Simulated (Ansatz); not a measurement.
# PbSe (Clausthalite) (Fm-3m) in Ansatz: notebook, part 2 of 2

Ansatz 0.2.0. Earlier steps stand in the parts before.

## 6. Relaxation of cell and atoms, revPBE+D3(BJ)

input.yaml

```yaml
crystal:
  lattice:
    - [0.0, 3.06065, 3.06065]
    - [3.06065, 0.0, 3.06065]
    - [3.06065, 3.06065, 0.0]
  atoms:
    - { symbol: Pb, position: [0.0, 0.0, 0.0] }
    - { symbol: Se, position: [0.5, 0.5, 0.5] }
kpoints:
  mp_grid: { grid: [8, 8, 8] }
scf:
  occupations: { method: fermi_dirac, width: 0.05 }
hamiltonian:
  xc: revpbe
  dispersion: d3bj
  pseudopotentials: { kind: all_electron, lapw: { basis_error: 0.001 } }
output:
  forces: true
  stress: true
relax:
  f_tol: 0.005
  max_steps: 60
  cell: {}
```

Potentials or basis: all-electron LAPW, scalar-relativistic.

The run is started by

```
$ ansatz run input.yaml --threads 1 --pin off --max-ram 3072MiB --backend cpu --events-out ev --progress --plain --runs-dir out
```

Log:

```text
Warning: RAYON_NUM_THREADS=1 ignored (pool sized by the plan → 1); use --threads N
The last accepted step is kept in <dir> (removed where the run ends without a failure and the disk answers)
LAPW: plane waves up to 7.309 Å⁻¹, error target 1.0e-3 eV per atom; small_component_spin mean_spin; Se in spheres of 1.400 Å, 24 of its electrons in bands, Dirac shells []; Pb in spheres of 1.569 Å, 36 of its electrons in bands, Dirac shells [] (how accurate: hamiltonian.pseudopotentials.lapw.basis_error, Limitations)
Engine: ansatz 0.2.0, x86_64-unknown-linux-gnu
Pseudopotentials: kind: all_electron
Pseudopotential: Pb, LAPW, valence charge 36, lapw/all_electron/scalar/gaussian/Pb, Koelling and Harmon's equation, gaussian nucleus
Pseudopotential: Se, LAPW, valence charge 24, lapw/all_electron/scalar/gaussian/Se, Koelling and Harmon's equation, gaussian nucleus
Functional definition: revPBE
  parameter kappa = 1.245
  parameter beta = 0.06672455060314922
  exchange = pbe_x(kappa = kappa, mu = beta*pi^2/3)
  correlation = pbe_c(beta = beta)
Crystal: 2 atoms, lattice volume = 57.342 Å³
Basis set: ecut = 203.5193114621961 eV, 339 PW (Γ), exchange–correlation at level 2
Bands: 36, of which v1, the nominal top of the filled ones, is band 30 counted from 1 (29 counted from 0)
Symmetry: 48 space group operations
Space group: Fm-3m (ITA 225), of the structure as read, at distance tolerance 3.9e-5 Å
k-points: 29 of 512
Non-local potential: Pb, projectors of the file, none
Non-local potential: Se, projectors of the file, none
Initial density: superposition of atomic densities (chi_scale 0.1, normalization cell, long waves kept (reshape's long-wave potential 0.00 eV rms))
Initial wavefunctions: plane waves of lowest kinetic energy (no species holds an atomic orbital)
[... 43 lines left out ...]
SCF converged after 2 iterations
Free energy (F): -634209.903217 eV
Harris-Foulkes:  -634209.903217 eV  (|F-HF|=0.00e0)
Internal energy: -634209.902976 eV  (E = F + TS)
E sigma→0 (E₀):  -634209.903096 eV
Entropy (-TS):   -0.000240 eV (-0.120 meV/atom)
Fermi energy:    12.115478 eV
--- Per-component energies (eV) ---
  E_band       = -3845.015824
  E_kinetic    = 722695.291055
  E_xc         = -12992.039213
  E_electrostatic = -1343911.778796  (all electrons and nuclei)
  E_disp       = -1.376021  (pairwise vdW)
  E_smearing   = -0.000240  (= −TS)
  E_closure    = 0.000000  (closes the sum)
  E_atoms      = -634200.990595  (free atoms, spherical and without spin; not in F)
  Σ components = -634209.903217   (vs F -634209.903217, Δ=0.00e0)
  Basis errors (estimates in eV, not in F): energy 3.8e-4 per atom: plane waves 3.6e-4 (2.0e-4 summed), levels above the bands 7.3e-58, relativity 2.8e-8, radial functions 2.0e-5, core shells 4.3e-8; eigenvalues (radial functions only) 2.4e-6; not estimated: angular momenta, meshes, grids; target (lapw.basis_error) 1.0e-3; muffin-tin radii Se 1.398 Å, Pb 1.566 Å
--- Forces (eV/Å), atoms counted from 1 ---
  atom   1  Pb     0.00000000    -0.00000000     0.00000000
  atom   2  Se    -0.00000000     0.00000000    -0.00000000
  max |Σ_I F_I| component: 5.92e-31 eV/Å
--- Stress (GPa, compression-positive) ---
       -0.001121      -0.000000      -0.000000
       -0.000000      -0.001121      -0.000000
       -0.000000      -0.000000      -0.001121
  P = ⅓ Tr σ = -0.0011 GPa (-0.011 kbar)
--- Relaxed structure (3 steps of the walk, 3 accepted, 1 SCFs on fresh bases) ---
  F+E_penalty+E_count = -634209.90321657 eV   max|allowed force component| = 5.588e-31 eV/Å   (the final SCF, on the basis selected at the relaxed cell)
  cell:  # Å, volume = 57.0737 Å³
    - [-3.057223219737354e-34, 3.0558726843462294, 3.0558726843462294]
    - [3.0558726843462294, -1.1464587074015075e-34, 3.0558726843462294]
    - [3.0558726843462294, 3.0558726843462294, -6.369215041119487e-35]
  atoms:
    - { symbol: Pb, position: [4.5063849345553896e-37, -3.687042219196451e-37, -1.0241783942039645e-36] }
    - { symbol: Se, position: [0.5, 0.5, 0.5] }
```

Run time: 6.8 s. Hardware: 1 thread of AMD EPYC 9R45 (Zen 5), shared host; peak memory 0.38 GiB.

What came out:

```yaml
Free_energy: -634209.9032 eV
Relaxed_volume: 28.54 Å³/atom
Relaxed_cell: a = 4.322 Å, b = 4.322 Å, c = 4.322 Å, α = 60.00°, β = 60.00°, γ = 60.00°
Space_group_after_relaxing_to_0.05_Å: Fm-3m (No. 225)
Energy_gained_by_relaxing: 0.1 meV/atom
Ionic_steps: 4
Pressure_after_relaxing: 0.0 GPa
```

The path:
| step | energy change (eV) | largest force (eV/Å) | volume (Å³) |
| --- | --- | --- | --- |
| 1 | 0.0000 | 0.0000 | 57.34 |
| 2 | -0.0002 | 0.0000 | 56.95 |
| 3 | -0.0002 | 0.0000 | 57.07 |
| 4 | -0.0002 | 0.0000 | 57.07 |

Final structure:
```xyz
2
Lattice="0.0000 3.0559 3.0559 3.0559 0.0000 3.0559 3.0559 3.0559 0.0000" Properties=species:S:1:pos:R:3 pbc="T T T"
Pb    0.0000    0.0000    0.0000
Se    3.0559    3.0559    3.0559
```

The run has no spin-orbit coupling, so splittings on Pb are missing.

## 7. Overview

| task | level | cell | cutoff (eV) | smearing | gap on the mesh (eV) | pressure (GPa) | relaxed volume (Å³/atom) |
| --- | --- | --- | --- | --- | --- | --- | --- |
| relaxation of cell and atoms | PBE+D3(BJ) | relaxed | - | fermi-dirac 0.05 eV | - | 0.0 | 28.85 |
| relaxation of cell and atoms | PBEsol+D3(BJ) | relaxed | - | fermi-dirac 0.05 eV | - | 0.0 | 27.30 |
| single point | PBEsol | as given | 188 | gaussian 0.05 eV | 0.20 | -0.5 | - |
| single point | PBE | as given | 188 | gaussian 0.019 eV | 0.28 | 2.4 | - |
| relaxation of cell and atoms | revPBE+D3(BJ) | relaxed | - | fermi-dirac 0.05 eV | - | 0.0 | 28.54 |

Alike in all rows: potentials or basis all-electron LAPW, scalar-relativistic; no spin polarisation; k mesh 8 × 8 × 8; basis error allowed 0.001 eV/atom.

Caveats: spin-orbit coupling is left out, which as a rule narrows the gap of such compounds by several tenths of an eV (some runs).

Compare energies only between runs with the same functional and basis.

## 8. Against experiment

Step 2. The cell as given is a measured one (28.67 Å³/atom); PBE+D3(BJ) puts the equilibrium volume +0.6 % from it, thermal expansion not counted.

Step 3. The cell as given is a measured one (28.67 Å³/atom); PBEsol+D3(BJ) puts the equilibrium volume -4.8 % from it, thermal expansion not counted.

Step 4. Against the measured gap of PbSe, 0.15 eV (direct; 4.2 K; a printed reference work, monograph), the calculated 0.20 eV is off by +0.05 eV. 2 values of this kind are on record (0.15 to 0.28 eV); this one was drawn at random. Spin-orbit coupling on Pb, Se is left out. The value is that of PBEsol on a finite k mesh, which can miss the band edges, without temperature or zero-point motion.

Step 5. Measured gap of PbSe: 0.15 eV (direct; 4.2 K; a printed reference work, monograph). This calculation gives 0.28 eV (+0.13 eV). 2 values of this kind are on record (0.15 to 0.28 eV); this one was drawn at random. Spin-orbit coupling on Pb, Se is left out. The value is that of PBE on a finite k mesh, which can miss the band edges, without temperature or zero-point motion.

Step 6. The cell as given is a measured one (28.67 Å³/atom); revPBE+D3(BJ) puts the equilibrium volume -0.5 % from it, thermal expansion not counted.
